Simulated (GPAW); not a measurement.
Sb:

```
CELL_PARAMETERS angstrom
3.35453 0.00000 0.00000
-1.67727 2.90511 0.00000
0.00000 0.00000 5.47016
ATOMIC_POSITIONS crystal
Sb 0.66667 0.33333 0.75000
Sb 0.33333 0.66667 0.25000
```

This isn't the form of Sb at room conditions, which is rhombohedral.

Base run:

```yaml
Program: GPAW 26.7.0
Functional: LDA
Potentials_or_basis: the program's PAW data sets (release 1.2.1) made for this functional
Cutoff: 450 eV
Basis: pw
k_mesh: 7 × 7 × 4
Occupations: fermi-dirac, width 0.05 eV
Spin: no spin polarisation
```

Its results: band gap on the k mesh none (metal or under the smearing width); pressure -4.7 GPa.

Task: The run is repeated on the same cell with these changes: cutoff from 450 eV to 500 eV. What comes out?

Result: Band gap on the k mesh none (metal or under the smearing width); pressure -3.4 GPa.

Caveats: the cutoff is short for stress and forces, so pressures can be off by a GPa or more.

Not every run made on this cell is shown here.
